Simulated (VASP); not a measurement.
# Al (Im-3m) in VASP: a series of runs

Runs on Al. Level: PBEsol. Tasks: single point.

Everything below comes from runs of VASP 6.6.1. Logs are shortened: lines on timing, memory, paths and dates and some standing lists are left out, and cuts for length are marked.

**1. The crystal as given**

It takes space group Im-3m (No. 229, cubic). The conventional cell has a = 3.182 Å, b = 3.182 Å, c = 3.182 Å, α = 90.00°, β = 90.00°, γ = 90.00°. Al (site symmetry m-3m) has 8 Al at 2.76 Å as nearest neighbours.

This isn't the form of Al at room conditions, which is fcc.

**2. Single point, PBEsol**

INCAR

```
ADDGRID = F
ALGO = Normal
EDIFF = 1E-7
ENCUT = 500
GGA = PS
ISIF = 2
ISMEAR = 1
LASPH = T
LCHARG = F
LREAL = F
LWAVE = F
NELM = 100
PREC = Accurate
SIGMA = 0.15
```

KPOINTS

```
k-points
0
Gamma
  8 8 8
```

POSCAR

```
Al
1.0
   -1.5912186900      1.5912186900      1.5912186900
    1.5912186900     -1.5912186900      1.5912186900
    1.5912186900      1.5912186900     -1.5912186900
Al
1
Direct
    0.0000000000      0.0000000000      0.0000000000
```

Potentials or basis: VASP PAW PBE potentials, release 64 (Al).

The run is started by

```sh
$ cat potpaw_PBE.64/Al/POTCAR > POTCAR
$ mpirun -np 1 vasp_std > vasp.out
```

OUTCAR:

```text
EDIFF = 1E-7
   ENCUT = 500
   GGA = PS
   ISIF = 2
   ISMEAR = 1
   LASPH = T
   LREAL = F
   NELM = 100
   PREC = Accurate

 Found     29 irreducible k-points:

 Following reciprocal coordinates:
            Coordinates               Weight
  0.000000  0.000000  0.000000      1.000000
  0.125000  0.000000  0.000000     12.000000
  0.250000  0.000000  0.000000     12.000000
  0.375000  0.000000  0.000000     12.000000
  0.500000  0.000000  0.000000      6.000000
  0.125000  0.125000  0.000000     24.000000
   k-points           NKPTS =     29   k-points in BZ     NKDIM =     29   number of bands    NBANDS=      5
   number of dos      NEDOS =    301   number of ions     NIONS =      1
   total plane-waves  NPLWV =   8000
   dimension x,y,z NGX =    20 NGY =   20 NGZ =   20
   dimension x,y,z NGXF=    40 NGYF=   40 NGZF=   40
   ions per type =               1
   NGX,Y,Z   is equivalent  to a cutoff of  12.06, 12.06, 12.06 a.u.
   NGXF,Y,Z  is equivalent  to a cutoff of  24.13, 24.13, 24.13 a.u.
 SYSTEM =  unknown system
   PREC   = accura    normal or accurate (medium, high low for compatibility)
   ISTART =      0    job   : 0-new  1-cont  2-samecut
   ICHARG =      2    charge: 1-file 2-atom 10-const
   ISPIN  =      1    spin polarized calculation?
   LNONCOLLINEAR =      F non collinear calculations
   LSORBIT =      F    spin-orbit coupling
   LASPH  =      T    aspherical Exc in radial PAW
   ENCUT  =  500.0 eV  36.75 Ry    6.06 a.u.   5.02  5.02  5.02*2*pi/ulx,y,z
   NELM   =    100;   NELMIN=  2; NELMDL= -5     # of ELM steps
   EDIFF  = 0.1E-06   stopping-criterion for ELM
   LREAL  =      F    real-space projection
   EDIFFG = 0.1E-05   stopping-criterion for IOM
   NSW    =      0    number of steps for IOM
   IBRION =     -1    ionic relax: 0-MD 1-quasi-New 2-CG
   NFREE  =      0    steps in history (QN), initial steepest desc. (CG)
   ISIF   =      2    stress and relaxation
   ISYM   =      2    0-nonsym 1-usesym 2-fastsym
   POTIM  = 0.5000    time-step for ionic-motion
   TEBEG  =    0.0;   TEEND  =   0.0 temperature during run
   PSTRESS=    0.0 pullay stress
   NELECT =       3.0000    total number of electrons
   NUPDOWN=      -1.0000    fix difference up-down
   EMIN   =  10.00;   EMAX   =-10.00  energy-range for DOS
   EFERMI =   0.00;   METHOD = LEGACY
   ISMEAR =     1;   SIGMA  =   0.15  broadening in eV -4-tet -1-fermi 0-gaus
   EFERMI_NEDOS =   21; number of points for ismear=-14 and -15
   IALGO  =     38    algorithm
   IMIX   =      4    mixing-type and parameters
     AMIX     =   0.40;   BMIX     =  1.00
     AMIX_MAG =   1.60;   BMIX_MAG =  1.00
  volume/ion in A,a.u.               =      16.12       108.75
  Fermi-wavevector in a.u.,A,eV,Ry     =   0.934757  1.766435 11.888371  0.873771
  Thomas-Fermi vector in A             =   2.061595
   LORBIT       =      0    0 simple, 1 ext, 2 COOP (PROOUT), +10 PAW based schemes
   GGA     = PS    functional components
   LHFCALC =     F    Hartree Fock is set to
   AEXX    =    0.0000 exact exchange contribution
   IVDW    =     0    specifies the selected vdW correction
   LEPSILON=     F    determine dielectric tensor
   LRPA    =     F    only Hartree local field effects (RPA)
 non-spin polarized calculation
 Methfessel and Paxton  Order N= 1 SIGMA  =   0.15
  energy-cutoff  :      500.00
  volume of cell :       16.12
 maximum number of plane-waves:       420
   NGX =  9   NGY =  9   NGZ =  9

 number of electron       3.0000000 magnetization

 Free energy of the ion-electron system (eV)
  ---------------------------------------------------
  ext. energy  EPLUGINS =         0.00000000
  ---------------------------------------------------
  free energy    TOTEN  =        -3.95051803 eV

  energy without entropy =       -3.94689639  energy(sigma->0) =       -3.94931082

 E-fermi :   8.3436     XC(G=0): -10.3467

 val. band max:        8.3184142770   @ k =   0.2500   0.2500   0.1250
 cond. band min:       8.3607601686   @ k =  -0.3750   0.3750   0.1250
 fundamental gap:      0.0423458916
 Fermi energy:         8.3436026557

 k-point     1 :       0.0000    0.0000    0.0000
  band No.  band energies     occupation
      1      -3.0913      2.00000
      2      21.5851      0.00000
      3      21.5851      0.00000
      4      21.5851      0.00000
      5      23.2277      0.00000

 k-point     2 :       0.1250    0.0000    0.0000
  band No.  band energies     occupation
      1      -2.6352      2.00000
      2      17.7203      0.00000
      3      19.7200      0.00000
      4      20.1447      0.00000
      5      21.7173      0.00000

 k-point     3 :       0.2500    0.0000    0.0000
  band No.  band energies     occupation
      1      -1.2758      2.00000
      2      12.5556      0.00000
      3      17.9548      0.00000
      4      18.2090      0.00000
      5      19.8831      0.00000

 k-point     4 :       0.3750    0.0000    0.0000
  band No.  band energies     occupation
      1       0.9601      2.00000
      2       7.9451      2.00112
      3      16.8897      0.00000
      4      16.9425      0.00000
      5      18.7228      0.00000

 k-point     5 :       0.5000    0.0000    0.0000
  band No.  band energies     occupation
      1       3.7923      2.00000
      2       4.3153      2.00000
      3      16.5112      0.00000
      4      16.5355      0.00000
      5      18.3319      0.00000

 k-point     6 :       0.1250    0.1250    0.0000
  band No.  band energies     occupation
      1      -1.7274      2.00000
      2      15.1599      0.00000
      3      15.6030      0.00000
      4      18.5274      0.00000
      5      22.1449      0.00000

 [... further k-points ...]

------------------------ aborting loop because EDIFF is reached ----------------------------------------

  FORCE on cell =-STRESS in cart. coord.  units (eV):
  Direction    XX          YY          ZZ          XY          YZ          ZX
  --------------------------------------------------------------------------------------
  -------------------------------------------------------------------------------------
  Total        0.2703377      0.2703377      0.2703377      0.0000000      0.0000000      0.0000000
  in kB       26.8761863     26.8761863     26.8761863      0.0000000      0.0000000      0.0000000
  external PRESSURE =      26.8761863 kB  Pullay stress =       0.0000000 kB

 VOLUME and BASIS-vectors are now :
 -----------------------------------------------------------------------------
  energy-cutoff  :      500.00
  volume of cell :       16.12
      direct lattice vectors                 reciprocal lattice vectors
    -1.591218690  1.591218690  1.591218690     0.000000000  0.314224565  0.314224565
     1.591218690 -1.591218690  1.591218690     0.314224565  0.000000000  0.314224565
     1.591218690  1.591218690 -1.591218690     0.314224565  0.314224565  0.000000000

 POSITION                                       TOTAL-FORCE (eV/Angst)
 -----------------------------------------------------------------------------------
      0.00000      0.00000      0.00000         0.000000      0.000000     -0.000000
 -----------------------------------------------------------------------------------
    total drift:                                0.000000      0.000000     -0.000000

  FREE ENERGIE OF THE ION-ELECTRON SYSTEM (eV)
  ---------------------------------------------------
  free  energy   TOTEN  =        -3.9505180320 eV

  energy  without entropy=       -3.9468963873  energy(sigma->0) =       -3.94931082
```

It took 7.7 s on 1 thread of Intel Xeon Platinum 8375C at 2.90GHz (Ice Lake), shared host; peak memory 0.11 GiB.

These settings aren't checked as converged: the numbers below hold their error.

Results:

```
Free energy            : -3.9505 eV
Pressure               : 2.7 GPa
Band gap on the k mesh : none (metal or under the smearing width)
```

Caveat: the PAW data sets were made with another functional, which shifts forces and pressure a little.

**3. Single point, PBEsol**

INCAR is that of step 2.

KPOINTS is that of step 2.

POSCAR

```
Al
1.0
   -1.5505220000      1.6151010000      1.5901740000
    1.5972310000     -1.6159030000      1.6376860000
    1.5218560000      1.5872370000     -1.5909760000
Al
1
Direct
   -0.0427450000     -0.0166940000     -0.0578530000
```

Potentials or basis: VASP PAW PBE potentials, release 64 (Al).

The run is started by

```sh
$ cat potpaw_PBE.64/Al/POTCAR > POTCAR
$ mpirun -np 1 vasp_std > vasp.out
```

It took 19 s on 1 thread of Intel Xeon Platinum 8375C at 2.90GHz (Ice Lake), shared host; peak memory 0.13 GiB.

The run converged, but some of its settings lie outside the range that counts as converged, so its numbers aren't taken as properties of the crystal.

Results:

```
Free energy            : -3.9569 eV
Pressure               : 2.3 GPa
Band gap on the k mesh : none (metal or under the smearing width)
```

Caveat: the PAW data sets were made with another functional, which shifts forces and pressure a little.

**4. Single point, PBEsol**

INCAR: that of step 3 with these lines changed.

```diff
@@ -3,3 +3,3 @@
 EDIFF = 1E-7
-ENCUT = 500
+ENCUT = 350
 GGA = PS
```

KPOINTS

```
k-points
0
Gamma
  10 10 10
```

POSCAR

```
Al
1.0
   -1.5912186900      1.5912186900      1.5912186900
    1.5912186900     -1.5912186900      1.5912186900
    1.5912186900      1.5912186900     -1.5912186900
Al
1
Direct
    0.0000000000      0.0000000000      0.0000000000
```

The run is started by

```sh
$ cat potpaw_PBE.64/Al/POTCAR > POTCAR
$ mpirun -np 1 vasp_std > vasp.out
```

Run time: 6.4 s. Hardware: 1 thread of Intel Xeon Platinum 8375C at 2.90GHz (Ice Lake), shared host; peak memory 0.11 GiB.

The run converged, but some of its settings lie outside the range that counts as converged, so its numbers aren't taken as properties of the crystal.

Results:

| Property | Result |
| --- | --- |
| Free energy | -4.0026 eV |
| Pressure | 2.8 GPa |
| Band gap on the k mesh | none (metal or under the smearing width) |

Caveat: the PAW data sets were made with another functional, which shifts forces and pressure a little.
